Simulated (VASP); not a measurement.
# SiC (F-43m) in VASP: settings compared, part 3 of 3

VASP 6.6.1.

**5. Single point, PBEsol**

INCAR reads:

```
SYSTEM = SiC
ALGO     = Normal         ! electronic algorithm
EDIFF    = 1E-6           ! SCF threshold, eV
ENCUT    = 900            ! plane-wave cutoff, eV
GGA      = PS             ! functional
ISIF     = 2              ! what is computed and relaxed
ISMEAR   = 0              ! smearing method
LASPH    = .True.         ! aspherical terms in the spheres
LCHARG   = .False.        ! write CHGCAR
LREAL    = .False.        ! projectors in reciprocal space
LWAVE    = .False.        ! write WAVECAR
NELM     = 80             ! most SCF steps
PREC     = Accurate       ! precision mode
SIGMA    = 0.02           ! smearing width, eV
```

KPOINTS reads:

```
k-points
0
Gamma
  10 10 10
  0 0 0
```

POSCAR reads:

```
SiC
1.0
    0.0000000000      2.1791100000      2.1791100000
    2.1791100000      0.0000000000      2.1791100000
    2.1791100000      2.1791100000      0.0000000000
Si C
1 1
Direct
    0.7500000000      0.7500000000      0.7500000000
    0.0000000000      0.0000000000      0.0000000000
```

Potentials or basis: VASP PAW PBE potentials, release 64 (Si, C_h).

Launch:

```bash
$ cat potpaw_PBE.64/Si/POTCAR potpaw_PBE.64/C_h/POTCAR > POTCAR
$ mpirun -np 1 vasp_std > vasp.out
```

OUTCAR:

```text
SYSTEM = SiC
   EDIFF = 1E-6
   ENCUT = 900
   GGA = PS
   ISIF = 2
   ISMEAR = 0
   LASPH = .True.
   LREAL = .False.
   NELM = 80
   PREC = Accurate

 ion  position               nearest neighbor table
   1  0.750  0.750  0.750-   2 1.89   2 1.89   2 1.89   2 1.89
   2  0.000  0.000  0.000-   1 1.89   1 1.89   1 1.89   1 1.89

  LATTYP: Found a face centered cubic cell.
 ALAT       =     4.3582200000

  Lattice vectors:

 A1 = (   0.0000000000,   2.1791100000,   2.1791100000)
 A2 = (   2.1791100000,   0.0000000000,   2.1791100000)
 A3 = (   2.1791100000,   2.1791100000,   0.0000000000)

Analysis of symmetry for initial positions (statically):
=====================================================================
 Subroutine PRICEL returns:
 Original cell was already a primitive cell.

 Routine SETGRP: Setting up the symmetry group for a
 face centered cubic supercell.

 Subroutine GETGRP returns: Found 24 space group operations
 (whereof 24 operations were pure point group operations)
 out of a pool of 48 trial point group operations.

The static configuration has the point symmetry T_d .

Analysis of symmetry for dynamics (positions and initial velocities):
[... 163 lines left out ...]
 cond. band min:       9.6214720405   @ k =   0.5000   0.5000   0.0000
 fundamental gap:      1.2357172033
 Fermi energy:         8.5257295887

 k-point     1 :       0.0000    0.0000    0.0000
  band No.  band energies     occupation
      1      -7.0360      2.00000
      2       8.3858      2.00000
      3       8.3858      2.00000
      4       8.3858      2.00000
      5      14.5730      0.00000
      6      15.6286      0.00000
      7      15.6286      0.00000
      8      15.6286      0.00000
[... 243 lines left out ...]
 k-point    24 :       0.4000    0.3000    0.0000
  band No.  band energies     occupation
      1      -3.8768      2.00000
      2       2.8007      2.00000
      3       5.2028      2.00000
      4       5.7403      2.00000
      5      11.1436      0.00000
      6      13.8982      0.00000
      7      19.9371      0.00000
      8      20.2470      0.00000

 [... further k-points ...]
[... 5 lines left out ...]
  --------------------------------------------------------------------------------------
  -------------------------------------------------------------------------------------
  Total       -0.0072194     -0.0072194     -0.0072194      0.0000000      0.0000000     -0.0000000
  in kB       -0.5589126     -0.5589126     -0.5589126      0.0000000      0.0000000     -0.0000000
  external PRESSURE =      -0.5589126 kB  Pullay stress =       0.0000000 kB

 VOLUME and BASIS-vectors are now :
 -----------------------------------------------------------------------------
  energy-cutoff  :      900.00
  volume of cell :       20.70
      direct lattice vectors                 reciprocal lattice vectors
     0.000000000  2.179110000  2.179110000    -0.229451473  0.229451473  0.229451473
     2.179110000  0.000000000  2.179110000     0.229451473 -0.229451473  0.229451473
     2.179110000  2.179110000  0.000000000     0.229451473  0.229451473 -0.229451473

 POSITION                                       TOTAL-FORCE (eV/Angst)
 -----------------------------------------------------------------------------------
      3.26867      3.26867      3.26867         0.000000      0.000000      0.000000
      0.00000      0.00000      0.00000        -0.000000     -0.000000     -0.000000
 -----------------------------------------------------------------------------------
    total drift:                               -0.000000     -0.000000     -0.000000

  FREE ENERGIE OF THE ION-ELECTRON SYSTEM (eV)
  ---------------------------------------------------
  free  energy   TOTEN  =       -15.9222139001 eV

  energy  without entropy=      -15.9222139001  energy(sigma->0) =      -15.92221390
```

OSZICAR:

```text
N       E                     dE             d eps       ncg     rms          rms(c)
DAV:   1     0.151550201762E+02    0.15155E+02   -0.57683E+03   752   0.141E+03
DAV:   2    -0.167237212099E+02   -0.31879E+02   -0.30432E+02  1168   0.131E+02
DAV:   3    -0.176936299764E+02   -0.96991E+00   -0.96991E+00   856   0.296E+01
DAV:   4    -0.176988086576E+02   -0.51787E-02   -0.51787E-02  1192   0.209E+00
DAV:   5    -0.176988169281E+02   -0.82705E-05   -0.82705E-05   888   0.562E-02    0.861E+00
DAV:   6    -0.160069003246E+02    0.16919E+01   -0.69490E+00  1048   0.149E+01    0.352E+00
DAV:   7    -0.159358589547E+02    0.71041E-01   -0.34443E-01  1088   0.441E+00    0.153E+00
DAV:   8    -0.159221531777E+02    0.13706E-01   -0.21113E-02   840   0.140E+00    0.140E-01
DAV:   9    -0.159221964109E+02   -0.43233E-04   -0.10122E-03  1200   0.238E-01    0.933E-02
DAV:  10    -0.159222137065E+02   -0.17296E-04   -0.64743E-05   928   0.695E-02    0.226E-02
DAV:  11    -0.159222137006E+02    0.58823E-08   -0.11019E-05  1096   0.228E-02    0.602E-03
DAV:  12    -0.159222139001E+02   -0.19950E-06   -0.32914E-07   464   0.611E-03
   1 F= -.15922214E+02 E0= -.15922214E+02  d E =-.180631E-25
```

Run time: 13 s. Hardware: 1 thread of AMD EPYC 9R14 (Zen 4), shared host; peak memory 0.13 GiB.

Results:

```yaml
Free_energy: -15.9222 eV
Pressure: -0.1 GPa
Band_gap_on_the_k_mesh: 1.24 eV, indirect (least direct gap 4.44 eV)
```

Levels at points of the mesh, in eV from the valence-band top:
| k point | band 2 | band 3 | band 4 | band 5 | band 6 | band 7 |
| --- | --- | --- | --- | --- | --- | --- |
| (0.00, 0.00, 0.00) | 0.00 | 0.00 | 0.00 | 6.19 | 7.24 | 7.24 |
| (0.50, 0.00, 0.00) | -8.60 | -1.06 | -1.06 | 5.37 | 7.14 | 7.14 |
| (0.50, 0.50, 0.00) | -7.83 | -3.21 | -3.21 | 1.24 | 4.20 | 13.95 |

Caveat: the cutoff is under 1.25 times the usual one of these potentials, so pressure, stress and relaxed cells hold a basis-set (Pulay) error; the PAW data sets were made with another functional, which shifts forces and pressure a little.

**6. Single point, r2SCAN**

INCAR reads:

```
SYSTEM = SiC
ALGO     = Normal         ! electronic algorithm
EDIFF    = 1E-6           ! SCF threshold, eV
ENCUT    = 520            ! plane-wave cutoff, eV
ISIF     = 2              ! what is computed and relaxed
ISMEAR   = 0              ! smearing method
LASPH    = .True.         ! aspherical terms in the spheres
LCHARG   = .False.        ! write CHGCAR
LMIXTAU  = .True.       
LREAL    = .False.        ! projectors in reciprocal space
LWAVE    = .False.        ! write WAVECAR
METAGGA  = R2SCAN         ! meta-GGA
NELM     = 80             ! most SCF steps
PREC     = Accurate       ! precision mode
SIGMA    = 0.02           ! smearing width, eV
```

KPOINTS is that of step 5.

POSCAR is that of step 5.

Potentials or basis: VASP PAW PBE potentials, release 64 (Si, C).

Launch:

```bash
$ cat potpaw_PBE.64/Si/POTCAR potpaw_PBE.64/C/POTCAR > POTCAR
$ mpirun -np 1 vasp_std > vasp.out
```

Run time: 34 s. Hardware: 1 thread of AMD EPYC 9R14 (Zen 4), shared host; peak memory 0.1 GiB.

The run converged. Its results:

| Property | Result |
| --- | --- |
| Free energy | -19.3269 eV |
| Pressure | -0.5 GPa |
| Band gap on the k mesh | 1.73 eV, indirect (least direct gap 5.06 eV) |

Levels at points of the mesh, in eV from the valence-band top:
| k point | band 1 | band 2 | band 3 | band 4 | band 5 | band 6 | band 7 | band 8 |
| --- | --- | --- | --- | --- | --- | --- | --- | --- |
| (0.00, 0.00, 0.00) | -16.18 | 0.00 | 0.00 | 0.00 | 6.83 | 7.85 | 7.85 | 7.85 |
| (0.50, 0.00, 0.00) | -12.55 | -8.82 | -1.11 | -1.11 | 5.99 | 7.75 | 7.75 | 10.95 |
| (0.50, 0.50, 0.00) | -11.09 | -8.05 | -3.33 | -3.33 | 1.73 | 4.82 | 15.13 | 15.13 |

Caveat: the PAW data sets were made with another functional, which shifts forces and pressure a little.

**7. Overview**

| level | potentials or basis | k mesh | cutoff (eV) | smearing | gap on the mesh (eV) | pressure (GPa) |
| --- | --- | --- | --- | --- | --- | --- |
| PBEsol | VASP PAW PBE potentials, release 64 (Si, C) | 10 × 10 × 10 | 700 | gaussian 0.02 eV | 1.24 | 0.0 |
| PBEsol | VASP PAW PBE potentials, release 64 (Si, C) | 16 × 16 × 16 | 520 | gaussian 0.02 eV | 1.23 | 0.1 |
| PBEsol | VASP PAW PBE potentials, release 64 (Si, C) | 10 × 10 × 10 | 520 | gaussian 0.5 eV | 1.23 | 0.1 |
| PBEsol | VASP PAW PBE potentials, release 64 (Si, C_h) | 10 × 10 × 10 | 900 | gaussian 0.02 eV | 1.24 | -0.1 |
| r2SCAN | VASP PAW PBE potentials, release 64 (Si, C) | 10 × 10 × 10 | 520 | gaussian 0.02 eV | 1.73 | -0.5 |

Alike in all rows: task single point; no spin polarisation; cell as given.

Caveats: the PAW data sets were made with another functional, which shifts forces and pressure a little; the cutoff is under 1.25 times the usual one of these potentials, so pressure, stress and relaxed cells hold a basis-set (Pulay) error (some runs).

Total energies depend on the potentials used, so only differences within one code and one set of settings carry meaning.

**8. Comparison with measurements**

Step 2. Measured gap of SiC: 2.4 eV (indirect; quoted in “Insight into the structural, elastic and electronic properties of a new orthorhombic 6O-SiC polytype”, 2020, pmc:7200658). This calculation gives 1.24 eV (-1.16 eV). The value is that of PBEsol on a finite k mesh, which can miss the band edges, without temperature or zero-point motion. Semilocal functionals fall short of measured gaps as a rule. The cell is a database's relaxed one, not the measured one, which moves gaps too.

Step 3. Against the measured gap of SiC, 2.4 eV (indirect; quoted in “Insight into the structural, elastic and electronic properties of a new orthorhombic 6O-SiC polytype”, 2020, pmc:7200658), the calculated 1.23 eV is off by -1.17 eV. The value is that of PBEsol on a finite k mesh, which can miss the band edges, without temperature or zero-point motion. Semilocal functionals fall short of measured gaps as a rule. The cell is a database's relaxed one, not the measured one, which moves gaps too.

Step 4. Against the measured gap of SiC, 2.4 eV (indirect; quoted in “Insight into the structural, elastic and electronic properties of a new orthorhombic 6O-SiC polytype”, 2020, pmc:7200658), the calculated 1.23 eV is off by -1.17 eV. The value is that of PBEsol on a finite k mesh, which can miss the band edges, without temperature or zero-point motion. Semilocal functionals fall short of measured gaps as a rule. The cell is a database's relaxed one, not the measured one, which moves gaps too.

Step 5. Against the measured gap of SiC, 2.4 eV (indirect; quoted in “Insight into the structural, elastic and electronic properties of a new orthorhombic 6O-SiC polytype”, 2020, pmc:7200658), the calculated 1.24 eV is off by -1.16 eV. The value is that of PBEsol on a finite k mesh, which can miss the band edges, without temperature or zero-point motion. Semilocal functionals fall short of measured gaps as a rule. The cell is a database's relaxed one, not the measured one, which moves gaps too.

Step 6. Measured gap of SiC: 2.4 eV (indirect; quoted in “Insight into the structural, elastic and electronic properties of a new orthorhombic 6O-SiC polytype”, 2020, pmc:7200658). This calculation gives 1.73 eV (-0.67 eV). The value is that of r2SCAN on a finite k mesh, which can miss the band edges, without temperature or zero-point motion. The cell is a database's relaxed one, not the measured one, which moves gaps too.
